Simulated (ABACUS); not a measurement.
Write the native input for ABACUS 3.10.1 that does the following.

```yaml
Task: single point
Functional: PBE
Potentials_or_basis: PseudoDojo NC SR 0.4.1 PBE standard
Cutoff: 1143 eV
Density_cutoff: 4572 eV
Basis: plane waves
k_mesh: 11 × 11 × 6
Occupations: fermi-dirac, width 0.05 eV
Spin: no spin polarisation
Radial_cutoff_of_the_potentials_pseudo_rcut: 10 bohr
SCF_threshold_on_the_density: 1e-08
Max_SCF_steps: 100
Eigensolver: dav
Mixing: broyden
Mixing_share: 0.7
Symmetry_key: 1
```

Ru:

```
Ru
1.0
     2.70580    0.00000    0.00000
    -1.35290    2.34329    0.00000
     0.00000    0.00000    4.28190
Ru
2
Direct
  0.66667 0.33333 0.75000
  0.33333 0.66667 0.25000
```

These files were run (other wordings do the same):

INPUT

```
INPUT_PARAMETERS
suffix              Ru
calculation         scf
basis_type          pw
pseudo_dir          ./
symmetry            1
dft_functional      pbe
ecutwfc             84
pseudo_rcut         10
nspin               1
nbands              20
ks_solver           dav
smearing_method     fd
smearing_sigma      0.00367493
scf_thr             1e-08
scf_nmax            100
mixing_type         broyden
mixing_beta         0.7
cal_force           1
cal_stress          1
kpar                4
```

STRU

```
ATOMIC_SPECIES
Ru 101.0700 Ru.upf

LATTICE_CONSTANT
1.8897261246

LATTICE_VECTORS
2.7058000000 0.0000000000 0.0000000000
-1.3529000000 2.3432915376 0.0000000000
0.0000000000 0.0000000000 4.2819000000

ATOMIC_POSITIONS
Direct

Ru
0.0
2
0.6666666667 0.3333333333 0.7500000000 1 1 1
0.3333333333 0.6666666667 0.2500000000 1 1 1
```

KPT

```
K_POINTS
0
Gamma
11 11 6 0 0 0
```

Potentials or basis: PseudoDojo NC SR 0.4.1 PBE standard, plane waves.

Run with:

```console
$ OMP_NUM_THREADS=1 mpirun -np 4 abacus > log
```

It gave:

```json
{
 "Pressure": "5.1 GPa",
 "Band gap on the k mesh": "none (metal or under the smearing width)"
}
```

It took 11 s on 4 MPI ranks on Intel(R) Xeon(R) CPU @ 2.60GHz (Ice Lake), with other jobs on the host, peak memory 0.32 GiB a rank.
